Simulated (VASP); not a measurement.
# BN (P6_3/mmc) in VASP: further runs

One crystal, BN, is run at these levels: PBE+D3(BJ); tasks: relaxation of cell and atoms.

Everything below comes from runs of VASP 6.6.1. Logs are shortened: lines on timing, memory, paths and dates and some standing lists are left out, and cuts for length are marked.

### Step 1. The crystal as given

The structure is hexagonal, space group P6_3/mmc (No. 194). The conventional cell has a = 2.498 Å, b = 2.498 Å, c = 6.636 Å, α = 90.00°, β = 90.00°, γ = 120.00°. B (site symmetry -6m2) is surrounded by 3 N at 1.44 Å. N (site symmetry -6m2) has 3 B at 1.44 Å as nearest neighbours.

### Step 2. Relaxation of cell and atoms, PBE+D3(BJ)

The input, INCAR:

```
SYSTEM = BN
  ALGO = Normal
  EDIFF = 1E-6
  EDIFFG = -0.01
  ENCUT = 600
  GGA = PE
  IBRION = 2
  ISIF = 3
  ISMEAR = 0
  IVDW = 12
  LASPH = .TRUE.
  LCHARG = .FALSE.
  LREAL = .FALSE.
  LWAVE = .FALSE.
  NELM = 80
  NSW = 90
  PREC = Accurate
  SIGMA = 0.03
```

The input, KPOINTS:

```
k-points
0
G
  12 12 4
  0 0 0
```

The input, POSCAR:

```
BN
1.0
    2.4982400000      0.0000000000      0.0000000000
   -1.2491200000      2.1635393000      0.0000000000
    0.0000000000      0.0000000000      6.6357000000
B N
2 2
Direct
    0.3333333300      0.6666666700      0.2500000000
    0.6666666700      0.3333333300      0.7500000000
    0.3333333300      0.6666666700      0.7500000000
    0.6666666700      0.3333333300      0.2500000000
```

Potentials or basis: VASP PAW PBE potentials, release 64 (B, N).

Launch:

```console
$ cat potpaw_PBE.64/B/POTCAR potpaw_PBE.64/N/POTCAR > POTCAR
$ mpirun -np 1 vasp_std > vasp.out
```

OUTCAR:

```text
SYSTEM = BN
   EDIFF = 1E-6
   EDIFFG = -0.01
   ENCUT = 600
   GGA = PE
   IBRION = 2
   ISIF = 3
   ISMEAR = 0
   IVDW = 12
   LASPH = .TRUE.
   LREAL = .FALSE.
   NELM = 80
   NSW = 90
   PREC = Accurate
 IVDW          = 12

 ion  position               nearest neighbor table
   1  0.333  0.667  0.250-   4 1.44   4 1.44   4 1.44
   2  0.667  0.333  0.750-   3 1.44   3 1.44   3 1.44
   3  0.333  0.667  0.750-   2 1.44   2 1.44   2 1.44
   4  0.667  0.333  0.250-   1 1.44   1 1.44   1 1.44

  LATTYP: Found a hexagonal cell.
 ALAT       =     2.4982400000
 C/A-ratio  =     2.6561499296

  Lattice vectors:

 A1 = (   2.4982400000,   0.0000000000,   0.0000000000)
 A2 = (  -1.2491200000,   2.1635393000,   0.0000000000)
 A3 = (   0.0000000000,   0.0000000000,   6.6357000000)

Analysis of symmetry for initial positions (statically):
=====================================================================
 Subroutine PRICEL returns:
 Original cell was already a primitive cell.

 Routine SETGRP: Setting up the symmetry group for a
 hexagonal supercell.

 Subroutine GETGRP returns: Found 24 space group operations
 (whereof 12 operations were pure point group operations)
 out of a pool of 24 trial point group operations.

The static configuration has the point symmetry D_3d.
 The point group associated with its full space group is D_6h.

Analysis of symmetry for dynamics (positions and initial velocities):
=====================================================================
 Subroutine PRICEL returns:
 Original cell was already a primitive cell.

 Routine SETGRP: Setting up the symmetry group for a
 hexagonal supercell.

 Subroutine GETGRP returns: Found 24 space group operations
 (whereof 12 operations were pure point group operations)
 out of a pool of 24 trial point group operations.

The dynamic configuration has the point symmetry D_3d.
 The point group associated with its full space group is D_6h.

 Subroutine INISYM returns: Found 24 space group operations
 (whereof 12 operations are pure point group operations),
 and found     1 'primitive' translations

----------------------------------------------------------------------------------------

                                     Primitive cell

  volume of cell :      35.8662

  direct lattice vectors                    reciprocal lattice vectors
     2.498240000  0.000000000  0.000000000     0.400281798  0.231102805  0.000000000
    -1.249120000  2.163539300  0.000000000     0.000000000  0.462205609  0.000000000
     0.000000000  0.000000000  6.635700000     0.000000000  0.000000000  0.150700002

  length of vectors
     2.498240000  2.498239996  6.635700000     0.462205608  0.462205609  0.150700002

  position of ions in fractional coordinates (direct lattice)
     0.333333330  0.666666670  0.250000000
     0.666666670  0.333333330  0.750000000
     0.333333330  0.666666670  0.750000000
     0.666666670  0.333333330  0.250000000

  ion indices of the primitive-cell ions
   primitive index   ion index
                 1           1
                 2           2
                 3           3
                 4           4

----------------------------------------------------------------------------------------

 KPOINTS: k-points

Automatic generation of k-mesh.
 Grid dimensions read from file:
 generate k-points for:   12   12    4

 Generating k-lattice:

  Cartesian coordinates                     Fractional coordinates (reciprocal lattice)
     0.033356817  0.019258567  0.000000000     0.083333333 -0.000000000  0.000000000
     0.000000000  0.038517134  0.000000000     0.000000000  0.083333333  0.000000000
     0.000000000  0.000000000  0.037675000     0.000000000  0.000000000  0.250000000

  Length of vectors
     0.038517134  0.038517134  0.037675000

  Shift w.r.t. Gamma in fractional coordinates (k-lattice)
     0.000000000  0.000000000  0.000000000

 Subroutine IBZKPT returns following result:
 ===========================================

 Found     57 irreducible k-points:

 Following reciprocal coordinates:
            Coordinates               Weight
  0.000000  0.000000  0.000000      1.000000
  0.083333 -0.000000  0.000000      6.000000
  0.166667 -0.000000  0.000000      6.000000
  0.250000 -0.000000  0.000000      6.000000
  0.333333  0.000000  0.000000      6.000000
  0.416667 -0.000000  0.000000      6.000000
[... 16 lines left out ...]
  0.250000 -0.000000  0.250000     12.000000
  0.333333  0.000000  0.250000     12.000000
 [... further k-points ...]
   k-points           NKPTS =     57   k-points in BZ     NKDIM =     57   number of bands    NBANDS=     12
   number of dos      NEDOS =    301   number of ions     NIONS =      4
   total plane-waves  NPLWV =  21600
   dimension x,y,z NGX =    20 NGY =   20 NGZ =   54
   dimension x,y,z NGXF=    40 NGYF=   40 NGZF=  108
   ions per type =               2   2
   NGX,Y,Z   is equivalent  to a cutoff of  13.31, 13.31, 13.53 a.u.
   NGXF,Y,Z  is equivalent  to a cutoff of  26.62, 26.62, 27.06 a.u.
 SYSTEM =  BN
   PREC   = accura    normal or accurate (medium, high low for compatibility)
   ISTART =      0    job   : 0-new  1-cont  2-samecut
   ICHARG =      2    charge: 1-file 2-atom 10-const
   ISPIN  =      1    spin polarized calculation?
   LNONCOLLINEAR =      F non collinear calculations
   LSORBIT =      F    spin-orbit coupling
   LASPH  =      T    aspherical Exc in radial PAW
   ENCUT  =  600.0 eV  44.10 Ry    6.64 a.u.   4.99  4.99 13.25*2*pi/ulx,y,z
   NELM   =     80;   NELMIN=  2; NELMDL= -5     # of ELM steps
   EDIFF  = 0.1E-05   stopping-criterion for ELM
   LREAL  =      F    real-space projection
   EDIFFG = -.1E-01   stopping-criterion for IOM
   NSW    =     90    number of steps for IOM
   IBRION =      2    ionic relax: 0-MD 1-quasi-New 2-CG
   NFREE  =      1    steps in history (QN), initial steepest desc. (CG)
   ISIF   =      3    stress and relaxation
   ISYM   =      2    0-nonsym 1-usesym 2-fastsym
   POTIM  = 0.5000    time-step for ionic-motion
   TEBEG  =    0.0;   TEEND  =   0.0 temperature during run
   PSTRESS=    0.0 pullay stress
   NELECT =      16.0000    total number of electrons
   NUPDOWN=      -1.0000    fix difference up-down
   EMIN   =  10.00;   EMAX   =-10.00  energy-range for DOS
   EFERMI =   0.00;   METHOD = LEGACY
   ISMEAR =     0;   SIGMA  =   0.03  broadening in eV -4-tet -1-fermi 0-gaus
   EFERMI_NEDOS =   21; number of points for ismear=-14 and -15
   IALGO  =     38    algorithm
   IMIX   =      4    mixing-type and parameters
     AMIX     =   0.40;   BMIX     =  1.00
     AMIX_MAG =   1.60;   BMIX_MAG =  1.00
  volume/ion in A,a.u.               =       8.97        60.51
  Fermi-wavevector in a.u.,A,eV,Ry     =   1.250891  2.363842 21.289433  1.564729
  Thomas-Fermi vector in A             =   2.384864
   LORBIT       =      0    0 simple, 1 ext, 2 COOP (PROOUT), +10 PAW based schemes
   GGA     = PE    functional components
   LHFCALC =     F    Hartree Fock is set to
   AEXX    =    0.0000 exact exchange contribution
   IVDW    =    12    specifies the selected vdW correction
   LEPSILON=     F    determine dielectric tensor
   LRPA    =     F    only Hartree local field effects (RPA)
 conjugate gradient relaxation of ions
 non-spin polarized calculation
 Gauss-broadening in eV      SIGMA  =   0.03
  energy-cutoff  :      600.00
  volume of cell :       35.87
 maximum number of plane-waves:      1224
 NGX is ok and might be reduce to    20
   NGX =  9   NGY =  9   NGZ = 27

--------------------------------------- Ionic step        1  -------------------------------------------

 number of electron      15.9999998 magnetization

 Free energy of the ion-electron system (eV)
  ---------------------------------------------------
  ext. energy  EPLUGINS =         0.00000000
  ---------------------------------------------------
  free energy    TOTEN  =       -35.15342195 eV

  energy without entropy =      -35.15342195  energy(sigma->0) =      -35.15342195

------------------------ aborting loop because EDIFF is reached ----------------------------------------

 Edisp (eV)   -0.56768

 E8    (eV) :    -0.1663

  FORCE on cell =-STRESS in cart. coord.  units (eV):
  Direction    XX          YY          ZZ          XY          YZ          ZX
  --------------------------------------------------------------------------------------
  -------------------------------------------------------------------------------------
  Total       0.79681     0.79681    -0.07556     0.00000     0.00000     0.00000
  in kB      35.59431    35.59431    -3.37552     0.00000     0.00000     0.00000
  external pressure =       22.60 kB  Pullay stress =        0.00 kB
[... 233 lines left out ...]
  energy  without entropy=      -35.7238937702  energy(sigma->0) =      -35.72389377

--------------------------------------- Ionic step        7  -------------------------------------------

 number of electron      15.9999998 magnetization

 Free energy of the ion-electron system (eV)
  ---------------------------------------------------
  ext. energy  EPLUGINS =         0.00000000
  ---------------------------------------------------
  free energy    TOTEN  =       -35.15466495 eV

  energy without entropy =      -35.15466495  energy(sigma->0) =      -35.15466495

 E-fermi :   2.4812     XC(G=0): -10.1203

 val. band max:        2.3340205342   @ k =   0.3333   0.2500   0.0000
 cond. band min:       6.5897520936   @ k =   0.5000  -0.0000   0.0000
 fundamental gap:      4.2557315593
 Fermi energy:         2.4811911021

 k-point     1 :       0.0000    0.0000    0.0000
  band No.  band energies     occupation
      1     -15.4621      2.00000
      2     -15.1482      2.00000
      3      -3.9082      2.00000
      4      -1.6921      2.00000
      5       0.9959      2.00000
      6       0.9959      2.00000
      7       1.0364      2.00000
      8       1.0364      2.00000
      9       7.6458      0.00000
     10      12.7373      0.00000
     11      13.8516      0.00000
     12      13.8516      0.00000
[... 331 lines left out ...]
 k-point    24 :       0.3333    0.0000    0.2500
  band No.  band energies     occupation
      1     -13.4463      2.00000
      2     -13.2868      2.00000
      3      -4.5533      2.00000
      4      -4.4902      2.00000
      5      -1.2470      2.00000
      6      -1.1997      2.00000
      7      -0.8699      2.00000
      8       0.3967      2.00000
      9       9.1596      0.00000
     10       9.7723      0.00000
     11      11.3263      0.00000
     12      12.5270      0.00000

 [... further k-points ...]

------------------------ aborting loop because EDIFF is reached ----------------------------------------

 Edisp (eV)   -0.56942

 E8    (eV) :    -0.1669

  FORCE on cell =-STRESS in cart. coord.  units (eV):
  Direction    XX          YY          ZZ          XY          YZ          ZX
  --------------------------------------------------------------------------------------
  -------------------------------------------------------------------------------------
  Total       0.01009     0.01009    -0.02398    -0.00000     0.00000     0.00000
  in kB       0.45156     0.45156    -1.07282    -0.00000     0.00000     0.00000
  external pressure =       -0.06 kB  Pullay stress =        0.00 kB
[... 19 lines left out ...]
  FREE ENERGIE OF THE ION-ELECTRON SYSTEM (eV)
  ---------------------------------------------------
  free  energy   TOTEN  =       -35.7240811011 eV

  energy  without entropy=      -35.7240811011  energy(sigma->0) =      -35.72408110

 reached required accuracy - stopping structural energy minimisation
```

It took 52 s on 1 thread of Intel Xeon Platinum 8488C (Sapphire Rapids), shared host; peak memory 0.18 GiB.

Results:

```
Free energy                            : -35.7241 eV
Relaxed volume                         : 8.95 Å³/atom
Relaxed cell                           : a = 2.506 Å, b = 2.506 Å, c = 6.584 Å, α = 90.00°, β = 90.00°, γ = 120.00°
Space group after relaxing (to 0.05 Å) : P6_3/mmc (No. 194)
Energy gained by relaxing              : 0.7 meV/atom
Ionic steps                            : 7
Pressure after relaxing                : 0.0 GPa
Band gap on the k mesh                 : 4.26 eV, indirect (least direct gap 4.63 eV)
Dispersion energy per atom             : -0.142 eV
```

Step by step:
```csv
step,energy change (eV),largest force (eV/Å),pressure (GPa),volume (Å³)
1,0.0000,0.0000,2.26,35.87
2,0.0069,0.0000,-4.50,36.53
3,-0.0026,0.0000,-0.12,36.09
4,-0.0026,0.0000,-0.09,36.09
5,-0.0027,0.0000,-0.07,36.06
6,-0.0028,0.0000,-0.05,35.98
7,-0.0030,0.0000,-0.01,35.82
```

Final structure:
```
B N
1.0
     2.50626    0.00000    0.00000
    -1.25313    2.17049    0.00000
     0.00000    0.00000    6.58425
B N
2 2
Direct
  0.33333 0.66667 0.25000
  0.66667 0.33333 0.75000
  0.33333 0.66667 0.75000
  0.66667 0.33333 0.25000
```

### Step 3. Relaxation of cell and atoms, PBE+D3(BJ)

Edit INCAR of step 2 so:

```diff
@@ -2,4 +2,4 @@
   ALGO = Normal
-  EDIFF = 1E-6
-  EDIFFG = -0.01
+  EDIFF = 1E-7
+  EDIFFG = -0.005
   ENCUT = 600
```

KPOINTS is that of step 2.

The input, POSCAR:

```
BN                                      
1.0
    2.5062642466      0.0000000000      0.0000000000
   -1.2531321233      2.1704885014     -0.0000000000
    0.0000000000     -0.0000000000      6.5842537967
  B               N             
     2     2
Direct
     0.3333333300000021    0.6666666699999979    0.2500000000000000
     0.6666666699999979    0.3333333300000021    0.7500000000000000
     0.3333333300000021    0.6666666699999979    0.7500000000000000
     0.6666666699999979    0.3333333300000021    0.2500000000000000
```

Potentials or basis: VASP PAW PBE potentials, release 64 (B, N).

Launch:

```console
$ cat potpaw_PBE.64/B/POTCAR potpaw_PBE.64/N/POTCAR > POTCAR
$ mpirun -np 1 vasp_std > vasp.out
```

OUTCAR:

```text
SYSTEM = BN
   EDIFF = 1E-7
   EDIFFG = -0.005
   ENCUT = 600
   GGA = PE
   IBRION = 2
   ISIF = 3
   ISMEAR = 0
   IVDW = 12
   LASPH = .TRUE.
   LREAL = .FALSE.
   NELM = 80
   NSW = 90
   PREC = Accurate
 IVDW          = 12

 ion  position               nearest neighbor table
   1  0.333  0.667  0.250-   4 1.45   4 1.45   4 1.45
   2  0.667  0.333  0.750-   3 1.45   3 1.45   3 1.45
   3  0.333  0.667  0.750-   2 1.45   2 1.45   2 1.45
   4  0.667  0.333  0.250-   1 1.45   1 1.45   1 1.45

  LATTYP: Found a hexagonal cell.
 ALAT       =     2.5062642466
 C/A-ratio  =     2.6271187508

  Lattice vectors:

 A1 = (   2.5062642466,   0.0000000000,   0.0000000000)
 A2 = (  -1.2531321233,   2.1704885014,   0.0000000000)
 A3 = (   0.0000000000,   0.0000000000,   6.5842537967)

Analysis of symmetry for initial positions (statically):
=====================================================================
 Subroutine PRICEL returns:
 Original cell was already a primitive cell.

 Routine SETGRP: Setting up the symmetry group for a
 hexagonal supercell.

 Subroutine GETGRP returns: Found 24 space group operations
 (whereof 12 operations were pure point group operations)
 out of a pool of 24 trial point group operations.

The static configuration has the point symmetry D_3d.
 The point group associated with its full space group is D_6h.

Analysis of symmetry for dynamics (positions and initial velocities):
[... 164 lines left out ...]
  ---------------------------------------------------
  free energy    TOTEN  =       -35.15470320 eV

  energy without entropy =      -35.15470320  energy(sigma->0) =      -35.15470320

------------------------ aborting loop because EDIFF is reached ----------------------------------------

 Edisp (eV)   -0.56942

 E8    (eV) :    -0.1669
[... 201 lines left out ...]
--------------------------------------- Ionic step        6  -------------------------------------------

 number of electron      15.9999998 magnetization

 Free energy of the ion-electron system (eV)
  ---------------------------------------------------
  ext. energy  EPLUGINS =         0.00000000
  ---------------------------------------------------
  free energy    TOTEN  =       -35.15373516 eV

  energy without entropy =      -35.15373516  energy(sigma->0) =      -35.15373516

 E-fermi :   2.5076     XC(G=0): -10.1305

 val. band max:        2.3477887322   @ k =   0.3333   0.2500   0.0000
 cond. band min:       6.5987471315   @ k =   0.5000   0.0000   0.0000
 fundamental gap:      4.2509583993
 Fermi energy:         2.5076287641

 k-point     1 :       0.0000    0.0000    0.0000
  band No.  band energies     occupation
      1     -15.4505      2.00000
      2     -15.1327      2.00000
      3      -3.9023      2.00000
      4      -1.6690      2.00000
      5       1.0072      2.00000
      6       1.0072      2.00000
      7       1.0484      2.00000
      8       1.0484      2.00000
      9       7.6676      0.00000
     10      12.7662      0.00000
     11      13.8601      0.00000
     12      13.8601      0.00000
[... 331 lines left out ...]
 k-point    24 :       0.3333    0.0000    0.2500
  band No.  band energies     occupation
      1     -13.4343      2.00000
      2     -13.2727      2.00000
      3      -4.5414      2.00000
      4      -4.4774      2.00000
      5      -1.2353      2.00000
      6      -1.1871      2.00000
      7      -0.8622      2.00000
      8       0.4146      2.00000
      9       9.1680      0.00000
     10       9.7873      0.00000
     11      11.3441      0.00000
     12      12.5357      0.00000

 [... further k-points ...]

------------------------ aborting loop because EDIFF is reached ----------------------------------------

 Edisp (eV)   -0.57042

 E8    (eV) :    -0.1672
[... 27 lines left out ...]
  FREE ENERGIE OF THE ION-ELECTRON SYSTEM (eV)
  ---------------------------------------------------
  free  energy   TOTEN  =       -35.7241508470 eV

  energy  without entropy=      -35.7241508470  energy(sigma->0) =      -35.72415085

 reached required accuracy - stopping structural energy minimisation
```

OSZICAR:

```text
N       E                     dE             d eps       ncg     rms          rms(c)
DAV:   1     0.715365206766E+02    0.71537E+02   -0.89713E+03  1376   0.138E+03
DAV:   2    -0.341141985149E+02   -0.10565E+03   -0.94639E+02  2024   0.293E+02
DAV:   3    -0.386382749463E+02   -0.45241E+01   -0.44968E+01  1768   0.632E+01
[... 41 lines left out ...]
DAV:   2    -0.351537478604E+02    0.55697E-04   -0.90487E-05  1476   0.915E-02    0.166E-02
DAV:   3    -0.351537366711E+02    0.11189E-04   -0.24595E-05  1624   0.415E-02    0.607E-03
DAV:   4    -0.351537352363E+02    0.14348E-05   -0.32106E-06  1756   0.166E-02    0.221E-03
DAV:   5    -0.351537351263E+02    0.11000E-06   -0.69025E-07  1608   0.721E-03    0.120E-03
DAV:   6    -0.351537351558E+02   -0.29486E-07   -0.47721E-08   848   0.244E-03
   6 F= -.35724151E+02 E0= -.35724151E+02  d E =-.233579E-04
```

It took 44 s on 1 thread of Intel Xeon Platinum 8488C (Sapphire Rapids), shared host; peak memory 0.18 GiB.

What came out:

- Free energy: -35.7242 eV
- Relaxed volume: 8.94 Å³/atom
- Relaxed cell: a = 2.507 Å, b = 2.507 Å, c = 6.574 Å, α = 90.00°, β = 90.00°, γ = 120.00°
- Space group after relaxing (to 0.05 Å): P6_3/mmc (No. 194)
- Energy gained by relaxing: 0.0 meV/atom
- Ionic steps: 6
- Pressure after relaxing: -0.1 GPa
- Band gap on the k mesh: 4.25 eV, indirect (least direct gap 4.63 eV)
- Dispersion energy per atom: -0.143 eV

Final structure:
```
CELL_PARAMETERS angstrom
2.50650 0.00000 0.00000
-1.25325 2.17069 0.00000
0.00000 0.00000 6.57374
ATOMIC_POSITIONS crystal
B 0.33333 0.66667 0.25000
B 0.66667 0.33333 0.75000
N 0.33333 0.66667 0.75000
N 0.66667 0.33333 0.25000
```
